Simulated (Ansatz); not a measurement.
CaS (rocksalt), relaxed with r2SCAN: 6 runs in the plane-wave code Ansatz, each a calculation of independent-particle optics. It is cubic, Fm-3m (No. 225); conventional cell a = 5.696 Å, 23.10 Å³ an atom. Ca is surrounded by 6 S at 2.85 Å; S is surrounded by 6 Ca at 2.85 Å. Spin-unpolarised throughout; all numbers are computed.

```xyz
2
Lattice="0.0000 2.8479 2.8479 2.8479 0.0000 2.8479 2.8479 2.8479 0.0000" Properties=species:S:1:pos:R:3 pbc="T T T"
Ca    0.0000    0.0000    0.0000
S     2.8479    2.8479    2.8479
```

On meshes this coarse, single peaks can be features of the mesh. No local fields, no excitons; the zone sum runs over the cells of the mesh, and ε∞ includes the bands left out of the spectrum. Up to four peaks are listed, those above 15 % of the tallest and inside the complete range; the four can differ from row to row. Rows marked drawn have settings drawn at random (some not listed).

| functional | k mesh | broadening (eV) | scissors (eV) | range (eV) | settings | direct gap on the mesh before scissors (eV) | ε∞ xx | ε∞ yy | ε∞ zz | complete up to (eV) | tallest peaks of mean ε₂ (eV) |
| --- | --- | --- | --- | --- | --- | --- | --- | --- | --- | --- | --- |
| PBE | 6×6×6 | 0.1 | 0.00 | 0–15 | chosen | 3.17 | 5.45 | 5.45 | 5.45 | 15.0 | 6.25 6.95 7.50 7.80 |
| PBE | 4×4×4 | 0.25 | 0.30 | 2–15 | drawn | 3.16 | 5.27 | 5.27 | 5.27 | 15.0 | 6.40 12.00 |
| r2SCAN | 4×4×4 | 0.15 | 0.60 | 0–6 | drawn | 3.62 | 4.56 | 4.56 | 4.56 | 6.0 | none |
| r2SCAN | 4×4×4 | 0.05 | 0.00 | 0–15 | drawn | 3.62 | 4.85 | 4.85 | 4.85 | 15.0 | 6.80 7.60 8.20 9.40 |

Task: Estimate from these rows what the further settings give.
```csv
functional,k mesh,broadening (eV),scissors (eV),range (eV),settings
PBE,6×6×6,0.1,1.15 (to HSE06),0–15,chosen
r2SCAN,6×6×6,0.1,0.00,0–15,chosen
```

Result:
```csv
functional,k mesh,broadening (eV),scissors (eV),range (eV),settings,direct gap on the mesh before scissors (eV),ε∞ xx,ε∞ yy,ε∞ zz,complete up to (eV),tallest peaks of mean ε₂ (eV)
PBE,6×6×6,0.1,1.15 (to HSE06),0–15,chosen,3.17,4.75,4.75,4.75,15.0,7.35 8.10 8.65 8.95
r2SCAN,6×6×6,0.1,0.00,0–15,chosen,3.63,4.85,4.85,4.85,15.0,6.80 7.65 8.15 8.45
```

The fundamental gap is indirect (2.36 eV with PBE on 6×6×6); the table holds the direct one.
